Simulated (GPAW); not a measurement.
Records of electronic-structure calculations.

KCl (honeycomb monolayer): G0W0 with GPAW, start to end. The cell holds 2 atoms: 1 K and 1 Cl. Its edges and angles: a = 5.159 Å, b = 5.159 Å, c = 11.400 Å, α = 90.0°, β = 90.0°, γ = 120.0°. Vacuum lies along c. The calculation used DFT, PBE, plane waves, PAW (and 1 further level or step) in GPAW 26.7.0, with cutoff 450 eV, GPAW PAW setups 1.2.1 data release, 6×6×1 k-mesh, nbands 436. The PBE gap is 4.73 eV, indirect (only 16 meV under the direct gap) and the G0W0 gap on the mesh is 8.43 eV. The GW settings are 6×6×1 mesh, 198 bands, screening to 48 eV, full frequency, Hilbert transform and the known limits are short of the basis limit. It took 4 runs, 8.8 min in all on 4 MPI ranks of Arm Neoverse V1, shared host. G0W0 moves the gap on the mesh from 4.73 eV to 8.43 eV (+3.70 eV), with Z of 0.83 and 0.94 at the edges. The dearest step here is «empty states on the mesh». The structure was relaxed with PBE.

[Paths, hosts, dates, memory and timing lines, banners, echoed tables and standing remarks are left out of the program output; an Ansatz launch command may be rebuilt from the run's recorded settings. Measured values are a selection of at most five: reports struck by readers or far from the other reports are left out. None is set beside runs whose start may be inverted or whose files or cutoffs have a known fault.]

[Runs of the session that timed out or met a known fault of the program may be left out.]

[Hosts, paths, dates, database ids (printed as entryN), source tags and the programs' standing remarks are cut or masked in the printed files.]

[Where the starting crystal was built by hand or by swapping elements, it need not be the compound's stable phase.]
